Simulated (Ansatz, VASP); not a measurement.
# One calculation of PbF2, two programs

```
Pb F
1.0
     6.42689    0.00000    0.00000
     0.00000    3.89098    0.00000
     0.00000    0.00000    7.63574
Pb F
4 8
Direct
  0.74473 0.75000 0.10630
  0.25527 0.25000 0.89370
  0.75527 0.25000 0.60630
  0.24473 0.75000 0.39370
  0.14093 0.75000 0.06674
  0.85907 0.25000 0.93326
  0.35907 0.25000 0.56674
  0.64093 0.75000 0.43326
  0.52599 0.75000 0.84296
  0.47401 0.25000 0.15704
  0.97401 0.25000 0.34296
  0.02599 0.75000 0.65704
```

Alike in both runs: functional PBE; k mesh 4 × 6 × 3; occupations fermi-dirac, width 0.02 eV; no spin polarisation.

Ansatz relaxed the structure, and its values are those at the end. VASP's run is a single point on that final structure, the one shown.

```csv
,VASP,Ansatz
version,VASP 6.6.1,Ansatz 0.2.0
potentials or method,"VASP PAW PBE potentials, release 64 (Pb_d, F)","plane-wave PAW, scalar-relativistic"
plane-wave cutoff (eV),520,420
valence electrons in the cell,112,112
```

VASP gave:

```
gap on the k mesh at the Fermi level (eV) : 4.29
pressure (GPa)                            : 2.9
rms of the force components (eV/Å)        : 0.006
```

Q: What did Ansatz give for the same quantities?

A: gap on the k mesh at the Fermi level (eV): 4.30; pressure (GPa): 3.1; rms of the force components (eV/Å): 0.003.

Ansatz warned: «gradients_without_spin_orbit».

Caveats: spin-orbit coupling is left out, which as a rule narrows the gap of such compounds by several tenths of an eV; an odd mesh through Γ misses points on the zone boundary, where band edges often lie.
